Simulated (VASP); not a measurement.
Input of a VASP 6.6.1 run:

File INCAR:

```
ALGO = Fast
EDIFF = 1E-6
ENCUT = 520
GGA = PE
ISIF = 2
ISMEAR = -1
LASPH = T
LCHARG = F
LREAL = F
LWAVE = F
NBANDS = 8
NELM = 60
PREC = Accurate
SIGMA = 0.05
```

KPOINTS

```
k-points
0
Gamma
  5 5 2
```

Contents of POSCAR:

```
B
1.0
    1.7024000000      0.0000000000      0.0000000000
   -0.8512000000      1.4744000000      0.0000000000
    0.0000000000      0.0000000000      3.6354000000
B
1
Direct
    0.0000000000      0.0000000000      0.0000000000
```

Potentials or basis: VASP PAW PBE potentials, release 64 (B).

The run is started by

```console
$ cat potpaw_PBE.64/B/POTCAR > POTCAR
$ mpirun -np 1 vasp_std > vasp.out
```

Question: Estimate the pressure.

Answer: 12.9 GPa.

Question: What does it give for the band gap on the k mesh?

Answer: None (metal or under the smearing width).

Stress tensor (GPa, compression positive):
```
24.12  0.00  0.00
 0.00 24.18  0.00
 0.00  0.00 -9.71
```

Caveat: the k mesh is coarse (spacing up to 0.86 Å⁻¹), so the values aren't converged.
